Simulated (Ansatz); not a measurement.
Crystal: SnO.

```
Sn O
1.0
     3.81370    0.00000    0.00000
     0.00000    3.81370    0.00000
     0.00000    0.00000    4.88691
Sn O
2 2
Direct
  0.50000 0.00000 0.76463
  0.00000 0.50000 0.23537
  0.00000 0.00000 0.00000
  0.50000 0.50000 0.00000
```

The cell is a database's computed one.

```yaml
Program: Ansatz 0.2.0
Task: relaxation of cell and atoms
Functional: BLYP
Dispersion: D3(BJ)
Potentials_or_basis: Ansatz PAW
Cutoff: "420 eV (not typed: the program's choice for these potentials)"
k_mesh: 7 × 7 × 6
Occupations: fermi-dirac, width 0.05 eV
Spin: no spin polarisation
```

At the start: volume 17.77 Å³/atom.

Q: How do energy, volume and symmetry change on relaxing?

A: It ends after 8 steps and the volume is 18.04 Å³/atom (+1.5 %); space group P4/nmm (No. 129, to 0.05 Å).

The path:
| step | energy change (eV) | largest force (eV/Å) | volume (Å³) |
| --- | --- | --- | --- |
| 1 | 0.0000 | 0.5820 | 71.08 |
| 2 | -0.0254 | 0.3195 | 71.15 |
| 3 | -0.0284 | 0.0170 | 72.60 |
| 4 | -0.0301 | 0.0005 | 72.20 |
| 5 | -0.0348 | 0.0018 | 72.20 |
| 6 | -0.0350 | 0.0011 | 72.17 |
| 7 | -0.0350 | 0.0000 | 72.17 |
| 8 | -0.0352 | 0.0000 | 72.17 |

Final structure:
```yaml
crystal:
  lattice:
    - [3.87318, 0.00000, 0.00000]
    - [0.00000, 3.87318, 0.00000]
    - [0.00000, 0.00000, 4.81082]
  atoms:
    - { symbol: Sn, position: [0.50000, 0.00000, 0.75899] }
    - { symbol: Sn, position: [0.00000, 0.50000, 0.24101] }
    - { symbol: O, position: [0.00000, 0.00000, 0.00000] }
    - { symbol: O, position: [0.50000, 0.50000, 0.00000] }
```

Caveat: the plane-wave basis is chosen anew once the cell has moved, so the energies of steps on either side of that aren't comparable; the pressure holds a Pulay correction of +0.5 GPa for the finite cutoff; the PAW data sets come from PBE, with cores solved anew for the run's functional, which leaves a small shift of forces and pressure.
